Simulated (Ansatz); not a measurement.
Set up this calculation in Ansatz 0.2.0, as the native input.

```
Task                    : single point
Functional              : HSE06 form with a typed share of exact exchange
Potentials or basis     : Ansatz PAW
Cutoff                  : 420 eV (not typed: the program's choice for these potentials)
k mesh                  : 5 × 5 × 5
Occupations             : fermi-dirac, width 0.05 eV
Spin                    : no spin polarisation
Screening (1/Å)         : 0.2
Share of exact exchange : 0.3
```

The system is As.

```xyz
1
Lattice="2.7037 0.0000 0.0000 0.0000 2.7037 0.0000 0.0000 0.0000 2.7037" Properties=species:S:1:pos:R:3 pbc="T T T"
As    1.3518    1.3518    1.3518
```

This isn't the form of As at room conditions, which is rhombohedral.

The input as run:

input.yaml

```yaml
crystal:
  lattice:
    - [2.7036817444, 0.0, 0.0]
    - [0.0, 2.7036817444, 0.0]
    - [0.0, 0.0, 2.7036817444]
  atoms:
    - { symbol: As, position: [0.5, 0.5, 0.5] }
hamiltonian:
  xc: { exchange: pbe, correlation: pbe, exx: { coeff: 0.3, omega: 0.2 } }
  pseudopotentials: { kind: paw }
kpoints:
  mp_grid: { grid: [5, 5, 5] }
scf:
  occupations: { method: fermi_dirac, width: 0.05 }
output:
  forces: true
  stress: true
  eigenvalues: true
  write_density: true
  write_potential: true
  elf: true
  volumetric_format: npy
```

Potentials or basis: Ansatz PAW.

The run is started by

```sh
$ ansatz run input.yaml --threads 2 --pin off --max-ram 5632MiB --backend cpu --events-out ev --progress --plain --runs-dir out
```

It gave:

- Pressure: -1.5 GPa
- Band gap on the k mesh: none (metal or under the smearing width)

Caveat: the k mesh is coarse (spacing up to 0.46 Å⁻¹), so the values aren't converged, least of all with exact exchange; the PAW data sets come from PBE, with cores solved anew for the run's functional, which leaves a small shift of forces and pressure; the thresholds are loose for stress.

Run time: 4.6 s on 2 threads of Arm Neoverse V2 (shared host), peak memory 0.5 GiB.
